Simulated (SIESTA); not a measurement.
# Zn under changes of volume

One of the cells (15.636 Å³/atom); the others are scaled copies at fixed shape and fractional positions:

```
Zn
1.0
     2.68768    0.00000    0.00000
    -1.34384    2.32760    0.00000
     0.00000    0.00000    4.99889
Zn
2
Direct
  0.66667 0.33333 0.75000
  0.33333 0.66667 0.25000
```

* Program: SIESTA 5.4.2
* Functional: PBE
* Potentials or basis: PseudoDojo 0.4 standard (PBE files)
* Basis: DZP (energy shift 0.003 Ry; two zetas on semicore shells)
* Grid cutoff: 800 Ry
* Energy shift: 0.003 Ry
* k mesh: 11 × 11 × 6
* Occupations: fermi-dirac, width 0.05 eV
* Spin: no spin polarisation

```csv
volume (Å³/atom),energy over the lowest point (meV/atom),pressure (GPa)
14.410,?,?
14.716,0.00,0.6
15.023,1.21,-1.9
15.636,15.78,-4.7
15.943,25.63,-5.8
16.249,39.11,-8.0
```

Question: What does the run at 14.410 Å³/atom give?

Answer: Energy over the lowest point 2.56 meV/atom; pressure 2.0 GPa.

Worked out: A Birch-Murnaghan fit of order 3 (a polynomial in V^(-2/3)) to the other rows has its minimum at 14.76 Å³/atom with B0 = V·E''(V) = 115 GPa (rough, since the energies scatter) at fixed shape and positions, which overstates the stiffness. It gives 3.09 meV/atom at 14.410 Å³/atom, against the run's 2.56, and -dE/dV = 3.1 GPa, against 2.0.

Energies are extrapolated to zero smearing.

Caveats: short orbitals over semicore shells can move pressures by several GPa; the basis of atomic orbitals isn't converged, which shifts pressures, moduli and gaps.
